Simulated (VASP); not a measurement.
Al:

```
Al
1.0
    -1.60700    1.60700    1.60700
     1.60700   -1.60700    1.60700
     1.60700    1.60700   -1.60700
Al
1
Direct
  0.00000 0.00000 0.00000
```

This isn't the form of Al at room conditions, which is fcc.

```yaml
Program: VASP 6.6.1
Task: relaxation of cell and atoms
Functional: r2SCAN
Potentials_or_basis: VASP PAW PBE potentials, release 64 (Al)
Cutoff: 600 eV
k_mesh: 18 × 18 × 18
Occupations: gaussian, width 0.1 eV
Spin: no spin polarisation
```

At the start: pressure -2.1 GPa; volume 16.60 Å³/atom.

Problem. Where does the relaxation end?

Solution. Over 3 steps the energy falls by 3.2 meV/atom and the volume is 16.14 Å³/atom (-2.8 %); space group Im-3m (No. 229, to 0.05 Å).

Step by step:
| step | energy change (eV) | largest force (eV/Å) | pressure (GPa) | volume (Å³) |
| --- | --- | --- | --- | --- |
| 1 | 0.0000 | 0.0000 | -2.13 | 16.60 |
| 2 | -0.0031 | 0.0000 | 0.35 | 16.08 |
| 3 | -0.0032 | 0.0000 | 0.02 | 16.14 |

Final structure:
```cif
data_structure
_symmetry_space_group_name_H-M 'P 1'
_symmetry_Int_Tables_number 1
_cell_length_a 2.7576
_cell_length_b 2.7576
_cell_length_c 2.7576
_cell_angle_alpha 109.471
_cell_angle_beta 109.471
_cell_angle_gamma 109.471
_cell_volume 16.14
loop_
_atom_site_label
_atom_site_type_symbol
_atom_site_fract_x
_atom_site_fract_y
_atom_site_fract_z
_atom_site_occupancy
Al1 Al 0.00000 0.00000 0.00000 1
```

Caveat: the PAW data sets were made with another functional, which shifts forces and pressure a little.
